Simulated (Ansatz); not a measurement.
Si2Mo, 9 atoms in the cell. Symmetry: P6_222, No. 180, hexagonal system. The conventional cell has a = 4.585 Å, b = 4.585 Å, c = 6.580 Å, α = 90.00°, β = 90.00°, γ = 120.00°. Mo (site symmetry 222) has 10 Si at 2.57 to 2.67 Å as nearest neighbours. Si (site symmetry 2) is surrounded by 5 Si at 2.55 to 2.67 Å and 5 Mo at 2.57 to 2.67 Å. Measurements of this composition are mostly on another form, of space group No. 139.

```yaml
Program: Ansatz 0.2.0
Task: band structure
Functional: BLYP
Potentials_or_basis: Ansatz PAW
Cutoff: "420 eV (not typed: the program's choice for these potentials)"
k_mesh: 7 × 7 × 4
Occupations: fermi-dirac, width 0.05 eV
Spin: no spin polarisation
Path: "[[\"G\", \"M\", \"K\", \"G\", \"A\", \"L\", \"H\", \"A\"], [\"L\", \"M\"], [\"K\", \"H\"]]"
Points_for_each_segment_of_the_path: 10
```

Potentials or basis: Ansatz PAW.

Run with:

```console
$ ansatz run input.yaml --threads 4 --pin off --max-ram 11264MiB --backend cpu --events-out ev --progress --plain --runs-dir out
```

Hardware: 4 threads of Arm Neoverse V2 (shared host).

Q: Estimate the wall time of this run.

A: Run time: 13 s on 4 threads of Arm Neoverse V2 (shared host), peak memory 0.68 GiB. Counts: scf iterations 6, plane waves 2331, k points 24, bands 55.
